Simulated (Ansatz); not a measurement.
# Cu3Au: the cost of one run

Computed with Ansatz 0.2.0 (DFT PBE, scalar-relativistic, plane waves, PAW, unless a step's input says otherwise).

2 further runs of the same task are left out: 2 set aside as unsound or not needed.

**1. The starting structure**

It takes space group Pm-3m (No. 221, cubic). The conventional cell has a = 3.780 Å, b = 3.780 Å, c = 3.780 Å, α = 90.00°, β = 90.00°, γ = 90.00°. Around Cu (site symmetry 4/mmm) lie 8 Cu at 2.67 Å and 4 Au at 2.67 Å. Around Au (site symmetry m-3m) lie 12 Cu at 2.67 Å.

As a file:

```xyz
4
Lattice="3.7803 0.0000 0.0000 0.0000 3.7803 0.0000 0.0000 0.0000 3.7803" Properties=species:S:1:pos:R:3 pbc="T T T"
Cu    0.0000    1.8901    1.8901
Cu    1.8901    0.0000    1.8901
Cu    1.8901    1.8901    0.0000
Au    0.0000    0.0000    0.0000
```

This cell was relaxed beforehand with the same method: volume 13.51 Å³/atom, gap on the mesh none (metal).

**2. A bulk reference on a matched mesh**

To let mesh errors cancel, the bulk is computed in a cell built on the (001) plane.

Input file input.yaml:

```yaml
crystal:
  lattice:
    - [3.7802773581, 0.0, 0.0]
    - [0.0, 3.7802773581, 0.0]
    - [0.0, 0.0, 3.7802773581]
  atoms:
    - { symbol: Cu, position: [0.0, 0.5, 0.5] }
    - { symbol: Cu, position: [0.5, 0.0, 0.5] }
    - { symbol: Cu, position: [0.5, 0.5, 0.0] }
    - { symbol: Au, position: [0.0, 0.0, 0.0] }
basis:
  ecutwfc: 420
kpoints:
  mp_grid: { grid: [10, 10, 12] }
hamiltonian:
  xc: pbe
scf:
  occupations: { method: gaussian, width: 0.1 }
output:
  forces: true
  stress: true
  eigenvalues: true
```

Run with:

```sh
$ ansatz run input.yaml --threads 4 --pin off --max-ram 12288MiB --backend cpu --events-out ev --progress --plain --runs-dir out
```

**Question.** How long does this run take on 4 threads of Intel Xeon 6975P-C (Granite Rapids), shared host, and how much memory does it need?

About 3.3 s, with a peak of 0.62 GiB.
